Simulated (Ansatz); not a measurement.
# ZnO (Pm-3m) in Ansatz: equation of state

How stiff is ZnO in PBE, and what volume does it want? The cell is scaled to several volumes.

Everything below comes from runs of Ansatz 0.2.0. Logs are shortened: lines on timing, memory, paths and dates and some standing lists are left out, and cuts for length are marked.

## (1) The structure

The structure is cubic, space group Pm-3m (No. 221). Conventional cell: a = 2.688 Å, b = 2.688 Å, c = 2.688 Å, α = 90.00°, β = 90.00°, γ = 90.00°. Around Zn (site symmetry m-3m) lie 8 O at 2.33 Å. O (site symmetry m-3m) has 8 Zn at 2.33 Å as nearest neighbours.

The cell was built by a generator and needn't be a form met in nature.

## (2) Single point, PBE, 9.13 Å³/atom (volume scaled by 0.94)

Input file input.yaml:

```yaml
crystal:
  lattice:
    - [2.6333331733, 0.0, 0.0]
    - [0.0, 2.6333331733, 0.0]
    - [0.0, 0.0, 2.6333331733]
  atoms:
    - { symbol: Zn, position: [0.0, 0.0, 0.0] }
    - { symbol: O, position: [0.5, 0.5, 0.5] }
hamiltonian:
  xc: pbe
  pseudopotentials: { kind: paw }
kpoints:
  mp_grid: { grid: [10, 10, 10] }
scf:
  occupations: { method: fermi_dirac, width: 0.05 }
output:
  forces: true
  stress: true
  eigenvalues: true
```

Potentials or basis: Ansatz PAW.

The run is started by

```
$ ansatz run input.yaml --threads 2 --pin off --max-ram 5632MiB --backend cpu --events-out ev --progress --plain --runs-dir out
```

Log:

```text
Warning: RAYON_NUM_THREADS=2 ignored (pool sized by the plan → 2); use --threads N
Engine: ansatz 0.2.0, x86_64-unknown-linux-gnu
Pseudopotentials: kind: paw
Pseudopotential: Zn, paw, valence charge 12, recommended cutoff 420 eV (normal), Zn.paw.azcp
Pseudopotential: O, paw, valence charge 6, recommended cutoff 420 eV (normal), O.paw.azcp
Functional definition: PBE
  parameter kappa = 0.804
  parameter beta = 0.06672455060314922
  exchange = pbe_x(kappa = kappa, mu = beta*pi^2/3)
  correlation = pbe_c(beta = beta)
Crystal: 2 atoms, lattice volume = 18.261 Å³
Basis set: ecut = 420 eV, 365 PW (Γ), exchange–correlation on 36×36×36 points (8 copies of the dense FFT grid, shifted against one another)
Bands: 13, of which v1, the nominal top of the filled ones, is band 9 counted from 1 (8 counted from 0)
Symmetry: 48 space group operations
Space group: Pm-3m (ITA 221), of the structure as read, at distance tolerance 2.6e-5 Å
k-points: 56 of 1000
Non-local potential: Zn, projectors of the file, l = 0: 2, l = 1: 2, l = 2: 3, l = 3: 1
Non-local potential: O, projectors of the file, l = 0: 2, l = 1: 2, l = 2: 1
PAW form: soft (Blöchl's): semilocal exchange-correlation on the pseudo side does not see the compensation charge
PAW one-centre angular grid: Zn, 590 points (default); XC on 64 Gauss nodes
PAW one-centre angular grid: O, 110 points (default); XC on 64 Gauss nodes
Initial density: superposition of atomic densities (neutral atoms: chi_scale 0, normalization atom), corrected by the library's trained network
Initial wavefunctions: pseudopotential atomic-orbital guess
Functional: x = pbe(κ = 0.804, μ = 0.2195149727645171), c = pbe(β = 0.06672455060314922)
SCF iter   1: F=—  HF=-3885.351762 eV  |F-HF|=—  |Δ(HF+E_count)|=         —  Δρ=2.98e-3  dr2=1.28e-3  ethr=1.77e-3  ⟨swp⟩=5.1  Hψ=3873  notcnv=0
preconditioner: auto → none  [insulator: Δε(μ)=0.679 eV  Ē_g=16.544 eV  σ=0.050 eV  W_gap=0.96  n_scr=6 (ndim 8)  ℏωp=36.9 eV  f_vac=0.000  D(μ)=0.04/eV (n_scr^D=0)  ε∞_Penn≈6.0]
SCF iter   2: F=—  HF=-3885.352122 eV  |F-HF|=—  |Δ(HF+E_count)|=   3.60e-4  Δρ=7.90e-4  dr2=7.66e-5  ethr=7.08e-6  ⟨swp⟩=2.0  Hψ=1539  notcnv=0
SCF iter   3: F=—  HF=-3885.352065 eV  |F-HF|=—  |Δ(HF+E_count)|=   5.77e-5  Δρ=2.04e-4  dr2=4.14e-6  ethr=4.26e-7  ⟨swp⟩=2.6  Hψ=1188  notcnv=0
SCF iter   4: F=—  HF=-3885.352068 eV  |F-HF|=—  |Δ(HF+E_count)|=   3.44e-6  Δρ=6.37e-5  dr2=2.40e-7  ethr=2.30e-8  ⟨swp⟩=2.1  Hψ=1147  notcnv=0
iter 5 did not close the SCF: its close was put off for the readings that it lacked (scf_convergence_deferred on its scf_iter line)
SCF iter   5: F=-3885.352069 eV  HF=-3885.352069 eV  |F-HF|=1.05e-8  |Δ(HF+E_count)|=   3.13e-7  Δρ=1.26e-5  dr2=1.44e-8  ethr=1.33e-9  ⟨swp⟩=2.1  Hψ=1191  notcnv=0
SCF iter   6: F=-3885.352069 eV  HF=-3885.352069 eV  |F-HF|=3.47e-10  |Δ(HF+E_count)|=   1.81e-9  Δρ=1.80e-6  dr2=2.54e-10  ethr=7.99e-11  ⟨swp⟩=2.1  Hψ=2465  notcnv=0
SCF 1 converged in 6 iterations: F = -3885.352069 eV  dr2 = 2.54e-10
SCF converged after 6 iterations
Free energy (F): -3885.352069 eV
Harris-Foulkes:  -3885.352069 eV  (|F-HF|=3.47e-10)
Internal energy: -3885.351535 eV  (E = F + TS)
E sigma→0 (E₀):  -3885.351802 eV
Entropy (-TS):   -0.000534 eV (-0.267 meV/atom)
Fermi energy:    11.745959 eV
--- Per-component energies (eV) ---
  E_band       = 97.644262
  E_kinetic    = 307.120334
  E_local      = -1603.749565  (includes V_loc(G=0)·N_el)
  E_nonlocal   = 668.367219
  E_hartree    = 656.658458
  E_xc         = -210.475622
  E_vxc        = -145.724059  (∫ρ·V_xc dr)
  E_paw        = -1991.195569  (= ΣΔE_a)
  E_vpaw       = -441.688636  (= ΣTr[D̂ρ^β])
  E_aug_tail   = 0.001953  (compensation charges beyond the density's cutoff)
  E_ewald      = -1712.078742
  E_smearing   = -0.000534  (= −TS)
  E_closure    = 0.000000  (closes the sum)
  Σ components = -3885.352069   (vs F -3885.352069, Δ=0.00e0)
--- Forces (eV/Å), atoms counted from 1 ---
  atom   1  Zn    -0.00000000    -0.00000000     0.00000000
  atom   2  O      0.00000000    -0.00000000     0.00000000
  max |Σ_I F_I| component: 1.27e-29 eV/Å
--- Stress (GPa, compression-positive) ---
       11.308425      -0.000000       0.000000
        0.000000      11.308425       0.000000
        0.000000       0.000000      11.308425
  P = ⅓ Tr σ = 11.3084 GPa (113.084 kbar)
--- Band table (eV; the first three rows and the last of 56) ---
  k-point 0: bands = ["-7.3823", "4.9728", "4.9728", "6.2002", "6.2002", "6.2002", "10.2474", "10.2474", "10.2474", "11.0855", "25.9702", "25.9702", "29.7647"]
  k-point 1: bands = ["-7.2720", "4.9854", "4.9876", "6.1211", "6.1211", "6.2039", "8.9950", "10.3826", "10.3826", "12.2510", "25.1832", "26.1139", "29.6102"]
  k-point 2: bands = ["-6.9648", "4.8697", "5.0264", "5.9313", "5.9313", "6.2136", "7.6468", "10.7250", "10.7250", "13.5802", "23.5179", "26.5452", "29.1546"]
  k-point 55: bands = ["-4.2001", "4.1605", "4.1605", "4.1605", "6.4994", "6.4994", "10.1762", "10.1762", "10.1762", "17.1627", "17.1627", "17.1627", "21.7079"]
```

Run time: 0.79 s. Hardware: 2 threads of AMD EPYC 7R43 (Zen 3), shared host; peak memory 0.33 GiB.

What came out:

```yaml
Free_energy: -3885.3521 eV
Pressure: 11.3 GPa
Band_gap_on_the_k_mesh: none (metal or under the smearing width)
```

Caveat: the pressure holds a Pulay correction of +0.8 GPa for the finite cutoff.

## (3) Single point, PBE, 9.32 Å³/atom (volume scaled by 0.96)

input.yaml, as its differences from that of step 2:

```diff
@@ -2,5 +2,5 @@
   lattice:
-    - [2.6333331733, 0.0, 0.0]
-    - [0.0, 2.6333331733, 0.0]
-    - [0.0, 0.0, 2.6333331733]
+    - [2.6518783841, 0.0, 0.0]
+    - [0.0, 2.6518783841, 0.0]
+    - [0.0, 0.0, 2.6518783841]
   atoms:
@@ -19 +19,5 @@
   eigenvalues: true
+  write_density: true
+  write_potential: true
+  elf: true
+  volumetric_format: npy
```

Potentials or basis: Ansatz PAW.

The run is started by

```
$ ansatz run input.yaml --threads 2 --pin off --max-ram 5632MiB --backend cpu --events-out ev --progress --plain --runs-dir out
```

Run time: 1 s. Hardware: 2 threads of AMD EPYC 7R43 (Zen 3), shared host; peak memory 0.3 GiB.

It converged, with:

```yaml
Free_energy: -3885.3743 eV
Pressure: 7.1 GPa
Band_gap_on_the_k_mesh: none (metal or under the smearing width)
```

Caveat: the pressure holds a Pulay correction of +0.8 GPa for the finite cutoff.

## (4) Single point, PBE, 9.52 Å³/atom (volume scaled by 0.98)

Input file input.yaml:

```yaml
crystal:
  lattice:
    - [2.6701677785, 0.0, 0.0]
    - [0.0, 2.6701677785, 0.0]
    - [0.0, 0.0, 2.6701677785]
  atoms:
    - { symbol: Zn, position: [0.0, 0.0, 0.0] }
    - { symbol: O, position: [0.5, 0.5, 0.5] }
hamiltonian:
  xc: pbe
  pseudopotentials: { kind: paw }
kpoints:
  mp_grid: { grid: [10, 10, 10] }
scf:
  occupations: { method: fermi_dirac, width: 0.05 }
output:
  forces: true
  stress: true
  eigenvalues: true
```

Potentials or basis: Ansatz PAW.

The run is started by

```
$ ansatz run input.yaml --threads 2 --pin off --max-ram 5632MiB --backend cpu --events-out ev --progress --plain --runs-dir out
```

Log:

```text
Warning: RAYON_NUM_THREADS=2 ignored (pool sized by the plan → 2); use --threads N
[... 9 set-up lines as earlier in the session ...]
Crystal: 2 atoms, lattice volume = 19.038 Å³
Basis set: ecut = 420 eV, 365 PW (Γ), exchange–correlation on 36×36×36 points (8 copies of the dense FFT grid, shifted against one another)
Bands: 13, of which v1, the nominal top of the filled ones, is band 9 counted from 1 (8 counted from 0)
[... 1 set-up line as earlier in the session ...]
Space group: Pm-3m (ITA 221), of the structure as read, at distance tolerance 2.7e-5 Å
k-points: 56 of 1000
[... 8 set-up lines as earlier in the session ...]
SCF iter   1: F=—  HF=-3885.386420 eV  |F-HF|=—  |Δ(HF+E_count)|=         —  Δρ=2.76e-3  dr2=1.27e-3  ethr=1.77e-3  ⟨swp⟩=5.1  Hψ=3865  notcnv=0
preconditioner: auto → none  [insulator: Δε(μ)=0.512 eV  Ē_g=16.133 eV  σ=0.050 eV  W_gap=0.96  n_scr=6 (ndim 8)  ℏωp=36.1 eV  f_vac=0.000  D(μ)=0.04/eV (n_scr^D=0)  ε∞_Penn≈6.0]
SCF iter   2: F=—  HF=-3885.386841 eV  |F-HF|=—  |Δ(HF+E_count)|=   4.21e-4  Δρ=7.72e-4  dr2=8.51e-5  ethr=7.04e-6  ⟨swp⟩=2.1  Hψ=1563  notcnv=0
SCF iter   3: F=—  HF=-3885.386809 eV  |F-HF|=—  |Δ(HF+E_count)|=   3.20e-5  Δρ=2.01e-4  dr2=4.57e-6  ethr=4.73e-7  ⟨swp⟩=2.6  Hψ=1181  notcnv=0
SCF iter   4: F=—  HF=-3885.386812 eV  |F-HF|=—  |Δ(HF+E_count)|=   2.99e-6  Δρ=6.14e-5  dr2=2.55e-7  ethr=2.54e-8  ⟨swp⟩=2.0  Hψ=1119  notcnv=0
iter 5 did not close the SCF: its close was put off for the readings that it lacked (scf_convergence_deferred on its scf_iter line)
SCF iter   5: F=-3885.386812 eV  HF=-3885.386812 eV  |F-HF|=1.04e-8  |Δ(HF+E_count)|=   2.44e-7  Δρ=1.20e-5  dr2=1.42e-8  ethr=1.42e-9  ⟨swp⟩=2.1  Hψ=1201  notcnv=0
SCF iter   6: F=-3885.386812 eV  HF=-3885.386812 eV  |F-HF|=3.92e-10  |Δ(HF+E_count)|=   1.11e-9  Δρ=1.93e-6  dr2=3.29e-10  ethr=7.88e-11  ⟨swp⟩=2.2  Hψ=2524  notcnv=0
SCF 1 converged in 6 iterations: F = -3885.386812 eV  dr2 = 3.29e-10
SCF converged after 6 iterations
Free energy (F): -3885.386812 eV
Harris-Foulkes:  -3885.386812 eV  (|F-HF|=3.92e-10)
Internal energy: -3885.386247 eV  (E = F + TS)
E sigma→0 (E₀):  -3885.386530 eV
Entropy (-TS):   -0.000566 eV (-0.283 meV/atom)
Fermi energy:    11.024359 eV
--- Per-component energies (eV) ---
  E_band       = 86.291128
  E_kinetic    = 305.717776
  E_local      = -1638.578778  (includes V_loc(G=0)·N_el)
  E_nonlocal   = 668.174347
  E_hartree    = 668.855538
  E_xc         = -209.960984
  E_vxc        = -145.016389  (∫ρ·V_xc dr)
  E_paw        = -1991.135355  (= ΣΔE_a)
  E_vpaw       = -441.719264  (= ΣTr[D̂ρ^β])
  E_aug_tail   = 0.002057  (compensation charges beyond the density's cutoff)
  E_ewald      = -1688.460847
  E_smearing   = -0.000566  (= −TS)
  E_closure    = 0.000000  (closes the sum)
  Σ components = -3885.386812   (vs F -3885.386812, Δ=0.00e0)
--- Forces (eV/Å), atoms counted from 1 ---
  atom   1  Zn    -0.00000000     0.00000000     0.00000000
  atom   2  O      0.00000000    -0.00000000     0.00000000
  max |Σ_I F_I| component: 1.33e-29 eV/Å
--- Stress (GPa, compression-positive) ---
        3.296789       0.000000       0.000000
       -0.000000       3.296789       0.000000
       -0.000000       0.000000       3.296789
  P = ⅓ Tr σ = 3.2968 GPa (32.968 kbar)
--- Band table (eV; the first three rows and the last of 56) ---
  k-point 0: bands = ["-7.7552", "4.3501", "4.3501", "5.4783", "5.4783", "5.4783", "9.6220", "9.6220", "9.6220", "10.1245", "25.0416", "25.0416", "28.4622"]
  k-point 1: bands = ["-7.6528", "4.3633", "4.3654", "5.4087", "5.4087", "5.4817", "8.3114", "9.7447", "9.7447", "11.3543", "24.1763", "25.1849", "28.3241"]
  k-point 2: bands = ["-7.3681", "4.2784", "4.3982", "5.2398", "5.2398", "5.4905", "6.9945", "10.0586", "10.0586", "12.6492", "22.4497", "25.6207", "27.9171"]
  k-point 55: bands = ["-4.8419", "3.6502", "3.6502", "3.6502", "5.7530", "5.7530", "9.4513", "9.4513", "9.4513", "16.3977", "16.3977", "16.3977", "20.4280"]
```

Wall time 0.85 s (2 threads of AMD EPYC 7R43 (Zen 3), shared host); peak memory 0.32 GiB.

What came out:

```
Free energy            : -3885.3868 eV
Pressure               : 3.3 GPa
Band gap on the k mesh : none (metal or under the smearing width)
```

Caveat: the pressure holds a Pulay correction of +0.7 GPa for the finite cutoff.

## (5) Single point, PBE, 9.71 Å³/atom

input.yaml, as its differences from that of step 4:

```diff
@@ -2,5 +2,5 @@
   lattice:
-    - [2.6701677785, 0.0, 0.0]
-    - [0.0, 2.6701677785, 0.0]
-    - [0.0, 0.0, 2.6701677785]
+    - [2.68821, 0.0, 0.0]
+    - [0.0, 2.68821, 0.0]
+    - [0.0, 0.0, 2.68821]
   atoms:
```

The run is started by

```
$ ansatz run input.yaml --threads 2 --pin off --max-ram 5632MiB --backend cpu --events-out ev --progress --plain --runs-dir out
```

It took 0.81 s on 2 threads of AMD EPYC 7R43 (Zen 3), shared host; peak memory 0.33 GiB.

Results (log left out):

| Property | Result |
| --- | --- |
| Free energy | -3885.3905 eV |
| Pressure | -0.1 GPa |
| Band gap on the k mesh | none (metal or under the smearing width) |

Caveat: the pressure holds a Pulay correction of +0.7 GPa for the finite cutoff.

## (6) Single point, PBE, 9.91 Å³/atom (volume scaled by 1.02)

input.yaml, as its differences from that of step 5:

```diff
@@ -2,5 +2,5 @@
   lattice:
-    - [2.68821, 0.0, 0.0]
-    - [0.0, 2.68821, 0.0]
-    - [0.0, 0.0, 2.68821]
+    - [2.7060132341, 0.0, 0.0]
+    - [0.0, 2.7060132341, 0.0]
+    - [0.0, 0.0, 2.7060132341]
   atoms:
```

Potentials or basis: Ansatz PAW.

The run is started by

```
$ ansatz run input.yaml --threads 2 --pin off --max-ram 5632MiB --backend cpu --events-out ev --progress --plain --runs-dir out
```

Run time: 0.8 s. Hardware: 2 threads of AMD EPYC 7R43 (Zen 3), shared host; peak memory 0.33 GiB.

The run converged. Its results:

* Free energy: -3885.3866 eV
* Pressure: -3.1 GPa
* Band gap on the k mesh: none (metal or under the smearing width)

Caveat: the pressure holds a Pulay correction of +0.7 GPa for the finite cutoff.

## (7) Single point, PBE, 10.10 Å³/atom (volume scaled by 1.04)

input.yaml, as its differences from that of step 6:

```diff
@@ -2,5 +2,5 @@
   lattice:
-    - [2.7060132341, 0.0, 0.0]
-    - [0.0, 2.7060132341, 0.0]
-    - [0.0, 0.0, 2.7060132341]
+    - [2.7235852409, 0.0, 0.0]
+    - [0.0, 2.7235852409, 0.0]
+    - [0.0, 0.0, 2.7235852409]
   atoms:
```

The run is started by

```
$ ansatz run input.yaml --threads 2 --pin off --max-ram 5632MiB --backend cpu --events-out ev --progress --plain --runs-dir out
```

Run time: 0.88 s. Hardware: 2 threads of AMD EPYC 7R43 (Zen 3), shared host; peak memory 0.34 GiB.

Results (log left out):

* Free energy: -3885.3759 eV
* Pressure: -5.8 GPa
* Band gap on the k mesh: none (metal or under the smearing width)

Caveat: the pressure holds a Pulay correction of +0.7 GPa for the finite cutoff.

## (8) Single point, PBE, 10.30 Å³/atom (volume scaled by 1.06)

input.yaml, as its differences from that of step 7:

```diff
@@ -2,5 +2,5 @@
   lattice:
-    - [2.7235852409, 0.0, 0.0]
-    - [0.0, 2.7235852409, 0.0]
-    - [0.0, 0.0, 2.7235852409]
+    - [2.7409333854, 0.0, 0.0]
+    - [0.0, 2.7409333854, 0.0]
+    - [0.0, 0.0, 2.7409333854]
   atoms:
```

The run is started by

```
$ ansatz run input.yaml --threads 2 --pin off --max-ram 5632MiB --backend cpu --events-out ev --progress --plain --runs-dir out
```

It took 0.94 s on 2 threads of AMD EPYC 7R43 (Zen 3), shared host; peak memory 0.32 GiB.

The run converged. Its results:

- Free energy: -3885.3588 eV
- Pressure: -8.2 GPa
- Band gap on the k mesh: none (metal or under the smearing width)

Caveat: the pressure holds a Pulay correction of +0.7 GPa for the finite cutoff.

## (9) Equation of state, PBE

Potentials or basis: Ansatz PAW.

This step only gathers the single runs of the series.

What came out:

```yaml
Equilibrium_volume: 9.71 Å³/atom
Bulk_modulus: 160 GPa
Pressure_derivative_of_the_bulk_modulus: "4.7 (rough: it moves with the points fitted)"
```

Energy against volume, from the lowest point:
```
volume (Å³/atom)  energy (meV/atom)
           9.130              19.23
           9.325               8.13
           9.519               1.86
           9.713               0.00
           9.907               1.96
          10.102               7.30
          10.296              15.85
```
